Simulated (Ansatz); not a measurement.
Crystal: P.

```
CELL_PARAMETERS angstrom
1.72573 0.99635 3.12968
-1.72573 0.99635 3.12968
0.00000 -1.99270 3.12968
ATOMIC_POSITIONS crystal
P 0.77292 0.77292 0.77292
P 0.22708 0.22708 0.22708
```

This isn't the form of P at room conditions, which is orthorhombic.

- Program: Ansatz 0.2.0
- Task: relaxation of cell and atoms
- Functional: PBEsol
- Potentials or basis: all-electron LAPW, scalar-relativistic
- Basis error allowed: 0.001 eV/atom
- k mesh: 9 × 9 × 9
- Occupations: fermi-dirac, width 0.05 eV
- Spin: no spin polarisation

At the start: volume 16.14 Å³/atom.

Q: How do energy, volume and symmetry change on relaxing?

A: Over 7 steps the energy falls by 15.2 meV/atom and the volume is 15.07 Å³/atom (-6.6 %); space group R-3m (No. 166, to 0.05 Å).

Step by step:
| step | energy change (eV) | largest force (eV/Å) | volume (Å³) |
| --- | --- | --- | --- |
| 1 | 0.0000 | 0.2631 | 32.29 |
| 2 | -0.0210 | 0.1589 | 31.16 |
| 3 | -0.0284 | 0.0642 | 30.60 |
| 4 | -0.0290 | 0.0323 | 29.77 |
| 5 | -0.0302 | 0.0259 | 30.23 |
| 6 | -0.0303 | 0.0091 | 30.15 |
| 7 | -0.0304 | 0.0092 | 30.15 |

Final structure:
```
P
1.0
     1.71821    0.99201    2.94808
    -1.71821    0.99201    2.94808
     0.00000   -1.98402    2.94808
P
2
Cartesian
  0.0000 0.0000 6.7808
  0.0000 0.0000 2.0635
```
